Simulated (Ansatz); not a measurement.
Level of theory: DFT PBE, scalar-relativistic, plane waves, PAW (Ansatz 0.2.0). All cells share a 420 eV cutoff and Γ-centred k meshes spaced at most about 0.3 Å⁻¹ (about 0.25 or finer for metals, 2π included). No spin polarisation.

Each guess is relaxed in cell and atoms at zero pressure, on a coarse mesh first where it starts far from rest and then on a converged one. The steps can't lower the symmetry of the start, but it can rise. Energies are static (0 K, no zero-point motion).

Two unrelaxed guesses for CdTe4:

A.

```xyz
5
Lattice="4.7031 0.0000 0.0000 0.0000 4.7031 0.0000 0.0000 0.0000 7.4162" Properties=species:S:1:pos:R:3 pbc="T T T"
Cd    0.0000    0.0000    0.0000
Te    0.0000    2.3515    5.1513
Te    2.3515    0.0000    5.1513
Te    0.0000    2.3515    2.2649
Te    2.3515    0.0000    2.2649
```

B.

```xyz
5
Lattice="-3.7087 3.7087 3.7087 3.7087 -3.7087 3.7087 3.7087 3.7087 -3.7087" Properties=species:S:1:pos:R:3 pbc="T T T"
Cd    0.0000    0.0000    0.0000
Te    1.2966    1.2966    1.2966
Te   -2.4121    2.4121    2.4121
Te    2.4121    2.4121   -2.4121
Te    2.4121   -2.4121    2.4121
```

Question: Which guess leads to the lower structure, and by how much?

Answer: A ends lower, by 174 meV/atom. A: P4/mmm at 32.8 Å³/atom → P4/mmm at 34.0 Å³/atom; B: I-43m at 40.8 Å³/atom → Im-3m at 33.7 Å³/atom. Counting Te atoms around Cd (those within 1.25 times the shortest such distance or 1.15 times the sum of covalent radii), the end of A and the end of B both have Cd 8. End of A. Conventional cell: a = 4.466 Å, c = 8.525 Å. Cd is surrounded by 8 Te at 3.18 Å; Te is surrounded by 4 Te at 3.16 Å and 2 Cd at 3.18 Å. End of B. Conventional cell: a = 6.957 Å. Cd is surrounded by 8 Te at 3.01 Å; Te is surrounded by 2 Cd at 3.01 Å and 6 Te at 3.48 Å.

Ends held by symmetry can be saddle points. Even the lowest of the cells shown lies +0.05 eV/atom against the elements. No dispersion correction is applied, so the spacing and binding between layers, chains or molecules are poorly described (P4/mmm), and this can change margins and order among such cells. Spin–orbit coupling, which can matter for Te, is left out. Some structure types and database cells were kept out of the candidates from the start, so a known form may be missing.
